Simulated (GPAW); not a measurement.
Ru in GPAW: the effect of target pressure

Crystal: Ru.

```
Ru
1.0
     2.70580    0.00000    0.00000
    -1.35290    2.34329    0.00000
     0.00000    0.00000    4.28190
Ru
2
Direct
  0.66667 0.33333 0.75000
  0.33333 0.66667 0.25000
```

Alike in all runs:

- Program: GPAW 26.7.0
- Task: relaxation of cell and atoms
- Functional: PBEsol
- Potentials or basis: PAW data sets generated in the run's folder for this functional
- Cutoff: 600 eV
- Basis: pw
- k mesh: 8 × 8 × 5
- Occupations: fermi-dirac, width 0.05 eV
- Spin: no spin polarisation

Each run relaxes the cell or the atoms first.

| target pressure | target pressure | relaxed volume (Å³/atom) |
| --- | --- | --- |
| 0 GPa | - | 13.26 |
| 2 GPa | 2 GPa | 13.19 |
| 5 GPa | 5 GPa | 13.08 |
| 10 GPa | 10 GPa | ? |
| 20 GPa | 20 GPa | 12.61 |
| 30 GPa | 30 GPa | 12.33 |

Question: What does the run with target pressure 10 GPa give?

Answer: Relaxed volume 12.91 Å³/atom.

Worked out: In Murnaghan's law V^(-B') rises as a straight line in P. The other rows fit best with B' = 3.6, V0 = 13.26 Å³/atom and B0 = 361 GPa, which gives 12.92 Å³/atom at 10 GPa, against the run's 12.91.

Caveats: later steps reuse the first step's grids.
